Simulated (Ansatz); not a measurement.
# SnTe (Fm-3m) in Ansatz: relaxation of cell and atoms with PBE+D3(BJ)

Aim: the relaxation of cell and atoms of SnTe with PBE+D3(BJ).

All numbers are computed with Ansatz 0.2.0; they aren't measurements. Logs are shortened: lines on timing, memory, paths and dates and some standing lists are left out, and cuts for length are marked.

## Step 1: The structure

It takes space group Fm-3m (No. 225, cubic). The conventional cell has a = 6.302 Å, b = 6.302 Å, c = 6.302 Å, α = 90.00°, β = 90.00°, γ = 90.00°. Around Te (site symmetry m-3m) lie 6 Sn at 3.15 Å. Around Sn (site symmetry m-3m) lie 6 Te at 3.15 Å.

## Step 2: Relaxation of cell and atoms, PBE+D3(BJ)

input.yaml

```yaml
crystal:
  lattice:
    - [0.0, 3.15085, 3.15085]
    - [3.15085, 0.0, 3.15085]
    - [3.15085, 3.15085, 0.0]
  atoms:
    - { symbol: Te, position: [0.5, 0.5, 0.5] }
    - { symbol: Sn, position: [0.0, 0.0, 0.0] }
kpoints:
  mp_grid: { grid: [7, 7, 7] }
scf:
  occupations: { method: fermi_dirac, width: 0.05 }
hamiltonian:
  xc: pbe
  dispersion: d3bj
  pseudopotentials: { kind: all_electron, lapw: { basis_error: 0.001 } }
output:
  forces: true
  stress: true
relax:
  f_tol: 0.01
  max_steps: 60
  cell: {}
```

Potentials or basis: all-electron LAPW, scalar-relativistic.

The run is started by

```
ansatz run input.yaml --threads 1 --pin off --max-ram 3072MiB --backend cpu --events-out ev --progress --plain --runs-dir out
```

The log of the run:

```text
Warning: RAYON_NUM_THREADS=1 ignored (pool sized by the plan → 1); use --threads N
The last accepted step is kept in <dir> (removed where the run ends without a failure and the disk answers)
LAPW: plane waves up to 7.264 Å⁻¹, error target 1.0e-3 eV per atom; small_component_spin mean_spin; Sn in spheres of 1.542 Å, 22 of its electrons in bands, Dirac shells []; Te in spheres of 1.514 Å, 24 of its electrons in bands, Dirac shells [] (how accurate: hamiltonian.pseudopotentials.lapw.basis_error, Limitations)
Engine: ansatz 0.2.0, aarch64-unknown-linux-gnu
Pseudopotentials: kind: all_electron
Pseudopotential: Te, LAPW, valence charge 24, lapw/all_electron/scalar/gaussian/Te, Koelling and Harmon's equation, gaussian nucleus
Pseudopotential: Sn, LAPW, valence charge 22, lapw/all_electron/scalar/gaussian/Sn, Koelling and Harmon's equation, gaussian nucleus
Functional definition: PBE
  parameter kappa = 0.804
  parameter beta = 0.06672455060314922
  exchange = pbe_x(kappa = kappa, mu = beta*pi^2/3)
  correlation = pbe_c(beta = beta)
Crystal: 2 atoms, lattice volume = 62.562 Å³
Basis set: ecut = 201.05892061880422 eV, 411 PW (Γ), exchange–correlation at level 2
Bands: 28, of which v1, the nominal top of the filled ones, is band 23 counted from 1 (22 counted from 0)
Symmetry: 48 space group operations
Space group: Fm-3m (ITA 225), of the structure as read, at distance tolerance 4.0e-5 Å
k-points: 20 of 343
Non-local potential: Te, projectors of the file, none
Non-local potential: Sn, projectors of the file, none
Initial density: superposition of atomic densities (chi_scale 0.1, normalization cell, long waves kept (reshape's long-wave potential 0.00 eV rms))
Initial wavefunctions: plane waves of lowest kinetic energy (no species holds an atomic orbital)
Functional: x = pbe(κ = 0.804, μ = 0.2195149727645171), c = pbe(β = 0.06672455060314922)
iter 1 solved again at ethr=4.61e-4 eV; its pass at ethr=1.00e-1 eV (dr2=2.12e-1 eV) is discarded
SCF iter   1: F=—  HF=-352975.209431 eV  |F-HF|=—  |Δ(HF+E_count)|=         —  Δρ=1.26e-2  dr2=2.12e-1  ethr=4.61e-4  ⟨swp⟩=2.5  Hψ=3571  notcnv=0
preconditioner: auto → none  [insulator: Δε(μ)=0.669 eV  Ē_g=17.508 eV  σ=0.050 eV  W_gap=1.00  n_scr=14 (ndim 8)  ℏωp=21.0 eV  f_vac=0.029  D(μ)=0.00/eV (n_scr^D=0)  ε∞_Penn≈2.4]
iter 2 solved again at ethr=1.81e-5 eV; its pass at ethr=4.61e-4 eV (dr2=8.33e-3 eV) is discarded
SCF iter   2: F=—  HF=-352975.163278 eV  |F-HF|=—  |Δ(HF+E_count)|=   4.62e-2  Δρ=4.10e-3  dr2=8.34e-3  ethr=1.81e-5  ⟨swp⟩=2.0  Hψ=2901  notcnv=0
SCF iter   3: F=—  HF=-352975.160954 eV  |F-HF|=—  |Δ(HF+E_count)|=   2.32e-3  Δρ=2.45e-3  dr2=4.40e-3  ethr=1.81e-5  ⟨swp⟩=2.0  Hψ=1668  notcnv=0
SCF iter   4: F=—  HF=-352975.162054 eV  |F-HF|=—  |Δ(HF+E_count)|=   1.10e-3  Δρ=1.05e-3  dr2=8.04e-4  ethr=9.56e-6  ⟨swp⟩=2.0  Hψ=1664  notcnv=0
SCF iter   5: F=—  HF=-352975.162169 eV  |F-HF|=—  |Δ(HF+E_count)|=   1.15e-4  Δρ=2.28e-4  dr2=3.83e-5  ethr=1.75e-6  ⟨swp⟩=2.0  Hψ=1661  notcnv=0
SCF iter   6: F=—  HF=-352975.162181 eV  |F-HF|=—  |Δ(HF+E_count)|=   1.29e-5  Δρ=2.62e-5  dr2=5.07e-7  ethr=8.32e-8  ⟨swp⟩=2.6  Hψ=1683  notcnv=0
SCF iter   7: F=-352975.162182 eV  HF=-352975.162182 eV  |F-HF|=8.67e-9  |Δ(HF+E_count)|=   2.32e-7  Δρ=3.22e-6  dr2=9.09e-9  ethr=1.10e-9  ⟨swp⟩=2.8  Hψ=1701  notcnv=0
SCF 1 converged in 7 iterations: F = -352975.162182 eV  dr2 = 9.09e-9
relax step   1: F+E_penalty+E_count = -352975.16218161 eV  Δ(F+E_penalty+E_count) = +0.000e0 eV  max|allowed force component| = 2.301e-31 eV/Å  Δτ_max = 0.0000 Å  P = +0.097 GPa  Ω = 62.562 Å³  (7 SCF iters, accepted)
Crystal: 2 atoms, lattice volume = 62.739 Å³
Basis set: ecut = 200.68209301637307 eV, 411 PW (Γ), exchange–correlation at level 2
Initial density: handed on by an earlier stage of this run
Initial wavefunctions: those handed on with the density
iter 1 solved again at ethr=2.41e-8 eV; its pass at ethr=1.00e-1 eV (dr2=1.11e-5 eV) is discarded
SCF iter   1: F=—  HF=-352975.162221 eV  |F-HF|=—  |Δ(HF+E_count)|=         —  Δρ=8.31e-5  dr2=1.14e-5  ethr=2.41e-8  ⟨swp⟩=4.6  Hψ=2856  notcnv=0
preconditioner: auto → none  [insulator: Δε(μ)=0.662 eV  Ē_g=9.482 eV  σ=0.050 eV  W_gap=1.00  n_scr=14 (ndim 8)  ℏωp=14.8 eV  f_vac=0.056  D(μ)=0.00/eV (n_scr^D=0)  ε∞_Penn≈3.4]
iter 2 solved again at ethr=7.73e-10 eV; its pass at ethr=2.41e-8 eV (dr2=3.56e-7 eV) is discarded
SCF iter   2: F=—  HF=-352975.162218 eV  |F-HF|=—  |Δ(HF+E_count)|=   3.38e-6  Δρ=1.75e-5  dr2=3.57e-7  ethr=7.73e-10  ⟨swp⟩=2.0  Hψ=2805  notcnv=0
SCF iter   3: F=—  HF=-352975.162218 eV  |F-HF|=—  |Δ(HF+E_count)|=   3.25e-7  Δρ=9.52e-6  dr2=1.23e-7  ethr=7.73e-10  ⟨swp⟩=2.0  Hψ=1661  notcnv=0
SCF iter   4: F=-352975.162218 eV  HF=-352975.162218 eV  |F-HF|=3.49e-10  |Δ(HF+E_count)|=   7.57e-9  Δρ=2.59e-6  dr2=8.38e-9  ethr=2.66e-10  ⟨swp⟩=2.0  Hψ=1661  notcnv=0
SCF 2 converged in 4 iterations: F = -352975.162218 eV  dr2 = 8.38e-9
relax step   2: F+E_penalty+E_count = -352975.16221759 eV  Δ(F+E_penalty+E_count) = -3.598e-5 eV  max|allowed force component| = 3.595e-31 eV/Å  Δτ_max = 0.0000 Å  P = -0.031 GPa  Ω = 62.739 Å³  (4 SCF iters, accepted)
iter 1 solved again at ethr=1.82e-11 eV; its pass at ethr=1.00e-1 eV (dr2=8.37e-9 eV) is discarded
SCF iter   1: F=—  HF=-352975.162217 eV  |F-HF|=—  |Δ(HF+E_count)|=         —  Δρ=2.59e-6  dr2=8.37e-9  ethr=1.82e-11  ⟨swp⟩=4.3  Hψ=2777  notcnv=0
SCF iter   2: F=-352975.162217 eV  HF=-352975.162217 eV  |F-HF|=8.73e-10  |Δ(HF+E_count)|=   6.66e-8  Δρ=1.27e-6  dr2=1.95e-9  ethr=1.82e-11  ⟨swp⟩=2.0  Hψ=1661  notcnv=0
SCF 3 converged in 2 iterations: F = -352975.162217 eV  dr2 = 1.95e-9
relax step   3: F+E_penalty+E_count = -352975.16221743 eV  Δ(F+E_penalty+E_count) = +1.621e-7 eV  max|allowed force component| = 2.342e-31 eV/Å  Δτ_max = 0.0000 Å  P = -0.031 GPa  Ω = 62.739 Å³  stress off target by 3.08e-2 GPa  SCF on the basis re-selected at this cell (its energy is not comparable with the rows above)  (2 SCF iters)
basis re-selected at this cell: Δ(F+E_penalty+E_count) = +1.621e-7 eV, ΔP = -0.000 GPa vs the last step (what re-selecting the basis moved, after the strain that the cell walked since its last selection, with what the two solves' SCF thresholds leave and, on support functions, any second-order correction that the steps lacked; it is no measure of the basis error at this ecutwfc). This SCF's stress stands 3.08e-2 GPa from its target on what of the cell is left free (relax.cell.stress_tol is 5.00e-2 GPa) and its largest allowed force component is 2.34e-31 eV/Å (relax.f_tol is 1.00e-2 eV/Å): within both
SCF converged after 2 iterations
Free energy (F): -352975.162217 eV
Harris-Foulkes:  -352975.162217 eV  (|F-HF|=8.73e-10)
Internal energy: -352975.162146 eV  (E = F + TS)
E sigma→0 (E₀):  -352975.162182 eV
Entropy (-TS):   -0.000071 eV (-0.035 meV/atom)
Fermi energy:    12.073345 eV
--- Per-component energies (eV) ---
  E_band       = -1843.745982
  E_kinetic    = 372041.415662
  E_xc         = -9288.804473
  E_electrostatic = -715726.973612  (all electrons and nuclei)
  E_disp       = -0.799723  (pairwise vdW)
  E_smearing   = -0.000071  (= −TS)
  E_closure    = 0.000000  (closes the sum)
  E_atoms      = -352966.846133  (free atoms, spherical and without spin; not in F)
  Σ components = -352975.162217   (vs F -352975.162217, Δ=0.00e0)
  Basis errors (estimates in eV, not in F): energy 3.4e-4 per atom: plane waves 3.3e-4 (1.8e-4 summed), levels above the bands 1.9e-43, relativity 2.6e-8, radial functions 8.0e-6, core shells 1.8e-9; eigenvalues (radial functions only) 5.9e-7; not estimated: angular momenta, meshes, grids; target (lapw.basis_error) 1.0e-3; muffin-tin radii Sn 1.544 Å, Te 1.515 Å
--- Forces (eV/Å), atoms counted from 1 ---
  atom   1  Te     0.00000000    -0.00000000     0.00000000
  atom   2  Sn     0.00000000    -0.00000000     0.00000000
  max |Σ_I F_I| component: 5.83e-31 eV/Å
--- Stress (GPa, compression-positive) ---
       -0.030805      -0.000000      -0.000000
       -0.000000      -0.030805      -0.000000
       -0.000000      -0.000000      -0.030805
  P = ⅓ Tr σ = -0.0308 GPa (-0.308 kbar)
--- Relaxed structure (2 steps of the walk, 2 accepted, 1 SCFs on fresh bases) ---
  F+E_penalty+E_count = -352975.16221743 eV   max|allowed force component| = 2.342e-31 eV/Å   (the final SCF, on the basis selected at the relaxed cell)
  cell:  # Å, volume = 62.7387 Å³
    - [-1.528650300761329e-34, 3.15380684180078, 3.15380684180078]
    - [3.15380684180078, 2.5476860164477946e-34, 3.15380684180078]
    - [3.15380684180078, 3.15380684180078, -3.869089265195402e-39]
  atoms:
    - { symbol: Te, position: [0.5, 0.5, 0.5] }
    - { symbol: Sn, position: [2.785605308453194e-37, 2.38766169295988e-37, -7.958872309866268e-37] }
```

It took 13 s on 1 thread of Arm Neoverse V1, shared host; peak memory 0.29 GiB.

Results:

```yaml
Free_energy: -352975.1622 eV
Relaxed_volume: 31.37 Å³/atom
Relaxed_cell: a = 4.460 Å, b = 4.460 Å, c = 4.460 Å, α = 60.00°, β = 60.00°, γ = 60.00°
Space_group_after_relaxing_to_0.05_Å: Fm-3m (No. 225)
Energy_gained_by_relaxing: 0.0 meV/atom
Ionic_steps: 3
Pressure_after_relaxing: 0.0 GPa
```

Final structure:
```cif
data_structure
_symmetry_space_group_name_H-M 'P 1'
_symmetry_Int_Tables_number 1
_cell_length_a 4.4602
_cell_length_b 4.4602
_cell_length_c 4.4602
_cell_angle_alpha 60.000
_cell_angle_beta 60.000
_cell_angle_gamma 60.000
_cell_volume 62.74
loop_
_atom_site_label
_atom_site_type_symbol
_atom_site_fract_x
_atom_site_fract_y
_atom_site_fract_z
_atom_site_occupancy
Te1 Te 0.50000 0.50000 0.50000 1
Sn1 Sn 0.00000 0.00000 0.00000 1
```

Caveat: this odd mesh misses L, where the gap lies, so gap, dielectric constants and Born charges aren't listed.
